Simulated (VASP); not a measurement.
**BaTiO3: relaxation of shape and atoms at fixed volume with LDA**

BaTiO3:

```
Ba Ti O
1.0
     3.86149    0.00000    0.00000
     0.00000    3.86149    0.00000
     0.00000    0.00000    3.90775
Ba Ti O
1 1 3
Direct
  0.00000 0.00000 0.00192
  0.50000 0.50000 0.48934
  0.50000 0.50000 0.02217
  0.50000 0.00000 0.51478
  0.00000 0.50000 0.51478
```

The cell isn't the ideal one: a relaxed cell with its volume scaled by 0.94.

```yaml
Program: VASP 6.6.1
Task: relaxation of shape and atoms at fixed volume
Functional: LDA
Potentials_or_basis: VASP PAW LDA potentials, release 64 (Ba_sv, Ti_sv, O)
Cutoff: 600 eV
k_mesh: 8 × 8 × 8
Occupations: gaussian, width 0.03 eV
Spin: no spin polarisation
Further_INCAR_settings: ALGO = Fast; EDIFF = 1e-07; IBRION = 2; EDIFFG = -0.01; NSW = 40; ISIF = 4
```

```
Energy gained by relaxing    : 4.1 meV/atom
Ionic steps                  : 12
Pressure after relaxing      : 12.4 GPa
Largest force after relaxing : 0.007 eV/Å
Band gap on the k mesh       : 1.83 eV, indirect (least direct gap 1.86 eV)
```

Forces on the atoms (eV/Å):
```
Ba   0.000  0.000  0.007
Ti   0.000  0.000  0.007
O    0.000  0.000 -0.003
O    0.000  0.000 -0.005
O    0.000  0.000 -0.005
```

Stress tensor (GPa, compression positive):
```
12.33  0.00  0.00
 0.00 12.33  0.00
 0.00  0.00 12.42
```

The path:
| step | energy change (eV) | largest force (eV/Å) | pressure (GPa) |
| --- | --- | --- | --- |
| 1 | 0.0000 | 0.5082 | 13.58 |
| 2 | -0.0114 | 0.1214 | 12.89 |
| 3 | -0.0120 | 0.1095 | 12.73 |
| 4 | -0.0166 | 0.0950 | 12.57 |
| 5 | -0.0174 | 0.0917 | 12.51 |
| 6 | -0.0192 | 0.0651 | 12.45 |
| 7 | -0.0199 | 0.0733 | 12.41 |
| 8 | -0.0203 | 0.0213 | 12.38 |
| 9 | -0.0203 | 0.0193 | 12.37 |
| 10 | -0.0204 | 0.0137 | 12.36 |
| 11 | -0.0204 | 0.0146 | 12.36 |
| 12 | -0.0205 | 0.0070 | 12.36 |

Final structure:
```
Ba Ti O
1.0
     3.87722    0.00000    0.00000
     0.00000    3.87722    0.00000
     0.00000    0.00000    3.87611
Ba Ti O
1 1 3
Direct
  0.00000 0.00000 0.00812
  0.50000 0.50000 0.50738
  0.50000 0.50000 0.00919
  0.50000 0.00000 0.50916
  0.00000 0.50000 0.50916
```

Levels at points of the mesh, in eV from the valence-band top:
```csv
k point,band 16,band 17,band 18,band 19,band 20,band 21,band 22,band 23,band 24
"(0.00, 0.00, 0.00)",-1.28,-1.28,-0.03,-0.03,-0.03,1.83,1.83,1.83,4.59
"(0.50, 0.00, 0.00)",-2.09,-1.96,-1.96,-0.70,-0.70,2.04,3.95,3.95,4.65
"(0.50, 0.50, 0.00)",-3.12,-1.67,-0.79,-0.79,-0.11,3.97,3.97,4.41,5.64
"(0.00, 0.00, 0.50)",-2.09,-1.97,-1.97,-0.70,-0.70,2.04,3.96,3.96,4.65
"(0.50, 0.00, 0.50)",-3.12,-1.67,-0.79,-0.79,-0.11,3.97,3.97,4.41,5.64
"(0.50, 0.50, 0.50)",-2.32,-2.32,0.00,0.00,0.00,4.77,4.77,4.77,7.11
```

Wall time 7.1 min on 2 MPI ranks on Intel(R) Xeon(R) Platinum 8488C (Sapphire Rapids), on a shared host, peak memory 0.27 GiB a rank.

Caveat: spin-orbit coupling is left out, which moves the levels of the heavy elements. A k mesh can miss the band edges.
